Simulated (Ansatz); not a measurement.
**A film clamped to a substrate in WSe₂**

Level of theory: DFT r2SCAN, scalar-relativistic, plane waves, PAW in Ansatz 0.2.0. The runs took a 500 eV cutoff, a Γ-centred 12×12×1 mesh and Gaussian smearing (0.05 eV). Spin–orbit coupling is left out, which can shift energies with elements as heavy as these. No spin polarisation. Energies are free energies at this smearing, counted from the undisturbed cell; pressure is positive in compression.

The undisturbed cell (relaxed at this level; this form isn't the usual structure):

```
W Se
1.0
     3.31442    0.00000    0.00000
    -1.65721    2.87038    0.00000
     0.00000    0.00000   29.80009
W Se
3 6
Direct
  0.66667 0.33333 0.00000
  0.33333 0.66667 0.76994
  0.33333 0.66667 0.23006
  0.33333 0.66667 0.05577
  0.66667 0.33333 0.82572
  0.66667 0.33333 0.28580
  0.33333 0.66667 0.94423
  0.66667 0.33333 0.71420
  0.66667 0.33333 0.17428
```

The cell holds layers and no dispersion correction was added, so their binding is poorly described.

The cell (9 atoms, V0 = 283.51 Å³) is strained by p along both x and y and by q along z, fractional coordinates fixed. τp = (1/V0) ∂E/∂p = (σxx + σyy)(1 + p)(1 + q) and τq = (1/V0) ∂E/∂q = σzz(1 + p)², with tension positive.

| p | q | ΔE (meV/atom) | τp (GPa) | τq (GPa) |
| --- | --- | --- | --- | --- |
| 0.000 | 0.000 | 0.00 | -0.04 | 0.02 |
| -0.030 | 0.000 | 38.26 | -13.44 | -4.05 |
| 0.030 | 0.000 | 32.52 | 10.66 | 3.30 |
| 0.000 | -0.030 | 16.04 | -3.99 | -5.58 |
| 0.000 | 0.030 | 14.83 | 3.34 | 4.90 |

Problem. Get the second derivatives of the energy density.

Solution. Central differences give A = ∂τp/∂p = 402 GPa (C11 + C22 + 2 C12), C = ∂τq/∂q = 175 GPa (C33) and the cross term B = ∂τq/∂p = 122 GPa (C13 + C23); ∂τp/∂q = 122 GPa must equal B, and any difference shows higher-order terms. Steps this large leave an error of some per cent of A or C in all of these, which can swamp a small B. The ions are clamped.

Problem. A film of this crystal grows with z along the normal on a substrate that imposes p. How does its thickness respond, and what does the misfit cost?

Solution. Count p and q from the stress-free cell. A free surface needs τq = 0, so q = −(B/C) p = -0.70 p. The energy density left is (A − B²/C) p²/2 = M p², with the biaxial modulus M = 158 GPa; a misfit of 1 % costs 3.10 meV/atom, against 3.95 meV/atom if the thickness were held.

Forces appear on the atoms along this scan, and letting them relax would lower the energy and soften the response.

The in-plane response is stiffer than the normal one, but 175 GPa is far too stiff for pulling van der Waals layers apart. The coordinates describe three Se–W–Se layers with a wide vacuum gap, and scaling every height with the cell stretches the covalent W–Se bonds inside the layers. These bonds are inclined, so in-plane tension lengthens them and a thinner layer partly restores their length, which explains the sizeable cross term and the negative q. Compression costs more than equal extension in both directions, as expected from steepening short-range repulsion.

With the atoms free to move, a change in cell height would merely resize the vacuum at almost no cost. The ratio -0.70 therefore describes a uniform scaling of the slab, not the Poisson response of a real film. The moduli in GPa are also diluted by the empty volume and can't be compared directly with those of bulk WSe₂. The misfit energy per atom is free of that dilution, and 3.10 meV/atom is best read as an approximate upper bound for this trilayer.
